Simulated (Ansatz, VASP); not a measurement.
## BAs in VASP and in Ansatz

File POSCAR:

```
BAs
1.0
    0.0000000000      2.3885000000      2.3885000000
    2.3885000000      0.0000000000      2.3885000000
    2.3885000000      2.3885000000      0.0000000000
As B
1 1
Direct
    0.7500000000      0.7500000000      0.7500000000
    0.0000000000      0.0000000000      0.0000000000
```

INCAR.step1

```
SYSTEM = BAs
PREC = Accurate ; ENCUT = 600
EDIFF = 1E-5 ; ISMEAR = -1
SIGMA = 0.05 ; LREAL = .False.
LASPH = .True. ; NELM = 100
ALGO = Normal ; LWAVE = .True.
LCHARG = .False. ; GGA = PE
```

INCAR.step2

```
SYSTEM = BAs
PREC = Accurate ; ENCUT = 600
EDIFF = 1E-6 ; ISMEAR = -1
SIGMA = 0.05 ; LREAL = .False.
LASPH = .True. ; NELM = 100
ALGO = Normal ; ISIF = 3
LWAVE = .False. ; LCHARG = .False.
GGA = B3 ; LHFCALC = .True.
AEXX = 0.2 ; AGGAX = 0.72
AGGAC = 0.81 ; ALDAC = 0.19
PRECFOCK = Normal ; IBRION = 2
NSW = 40 ; EDIFFG = -0.01
ISTART = 1
```

Contents of KPOINTS:

```
regular mesh
0
Gamma
  5 5 5
  0 0 0
```

Contents of input.yaml:

```yaml
crystal:
  lattice:
    - [0.0, 2.3885, 2.3885]
    - [2.3885, 0.0, 2.3885]
    - [2.3885, 2.3885, 0.0]
  atoms:
    - { symbol: As, position: [0.75, 0.75, 0.75] }
    - { symbol: B, position: [0.0, 0.0, 0.0] }
hamiltonian:
  xc: b3lyp
  pseudopotentials: { kind: paw }
kpoints:
  mp_grid: { grid: [5, 5, 5] }
scf:
  occupations: { method: fermi_dirac, width: 0.05 }
output:
  forces: true
  stress: true
  write_density: true
  write_potential: true
  elf: true
  volumetric_format: npy
relax:
  f_tol: 0.01
  max_steps: 40
  cell: { stress_tol: 0.05 }
```

Alike in both runs: task relaxation of cell and atoms; functional B3LYP; k mesh 5 × 5 × 5; occupations fermi-dirac, width 0.05 eV; no spin polarisation.

```csv
,VASP,Ansatz
version,VASP 6.6.1,Ansatz 0.2.0
potentials or method,"VASP PAW PBE potentials, release 64 (As, B)",Ansatz PAW
plane-wave cutoff (eV),600,420
valence electrons in the cell,8,18
```

```csv
,VASP,Ansatz,Ansatz less VASP
"gap on the k mesh at the Fermi level, each at its own relaxed structure (eV)",2.55,2.52,-0.037
relaxed volume (Å³/atom),14.05,14.03,-0.019
relaxed cell length with the largest relative difference (Å),3.413,3.411,-0.0016
energy change over the relaxation (meV/atom),-6,-5,+0.5
```

The two sets of potentials don't hold the same shells in valence.

Caveats: the k mesh is coarse (spacing up to 0.46 Å⁻¹), so the values aren't converged, least of all with exact exchange; the PAW data sets were made with another functional, which shifts forces and pressure a little (VASP); an odd mesh through Γ misses points on the zone boundary, where band edges often lie (VASP); odd divisions of the mesh miss points on the zone boundary, where band edges often lie, so the gap on the mesh can be too wide (Ansatz); the plane-wave basis is chosen anew once the cell has moved, so the energies of steps on either side of that aren't comparable (Ansatz); the PAW data sets come from PBE, with cores solved anew for the run's functional, which leaves a small shift of forces and pressure (Ansatz). Zero-point motion and thermal expansion aren't in these numbers.
